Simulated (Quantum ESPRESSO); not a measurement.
InAs:

```
In As
1.0
     0.00000    3.01800    3.01800
     3.01800    0.00000    3.01800
     3.01800    3.01800    0.00000
In As
1 1
Direct
  0.00000 0.00000 0.00000
  0.75000 0.75000 0.75000
```

Program: Quantum ESPRESSO 7.5. Alike in all runs: task band structure; no spin polarisation; cell as given; k mesh 8 × 8 × 8; smearing fermi-dirac 0.05 eV.

Problem. Order these runs on this cell by their pressure, lowest first.
A. level PBE; potentials or basis PseudoDojo 0.4.1 SR PBE standard; cutoff (eV) 1143
B. level PBEsol; potentials or basis PseudoDojo 0.4.1 SR PBEsol standard; cutoff (eV) 1143
C. level LDA; potentials or basis PseudoDojo 0.4.1 SR LDA standard; cutoff (eV) 1088; form of the LDA correlation PW92

Solution. C (-0.5 GPa), B (1.6 GPa), A (4.4 GPa).
